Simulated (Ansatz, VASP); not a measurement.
## AlN in VASP and in Ansatz

```xyz
4
Lattice="2.9960 0.0000 0.0000 -1.4980 2.5946 0.0000 0.0000 0.0000 5.5368" Properties=species:S:1:pos:R:3 pbc="T T T"
Al    0.0000    1.7297    0.0084
Al    1.4980    0.8649    2.7768
N     0.0000    1.7297    2.1232
N     1.4980    0.8649    4.8916
```

Alike in both runs: task relaxation of the atoms; functional LDA; k mesh 9 × 9 × 6; occupations gaussian, width 0.05 eV; no spin polarisation.

```csv
,VASP,Ansatz
version,VASP 6.6.1,Ansatz 0.2.0
potentials or method,"VASP PAW LDA potentials, release 64 (Al, N)","scalar-relativistic, plane waves, PAW"
plane-wave cutoff (eV),520,520
valence electrons in the cell,16,16
```

```tsv
	VASP	Ansatz	Ansatz less VASP
gap on the k mesh at the Fermi level, each at its own relaxed structure (eV)	3.08	3.09	+0.012
energy change over the relaxation (meV/atom)	-13	-11	+1.4
```

Ansatz warned: «pseudo_functional_mismatch».

As with any semilocal functional, this LDA gap is likely too small.
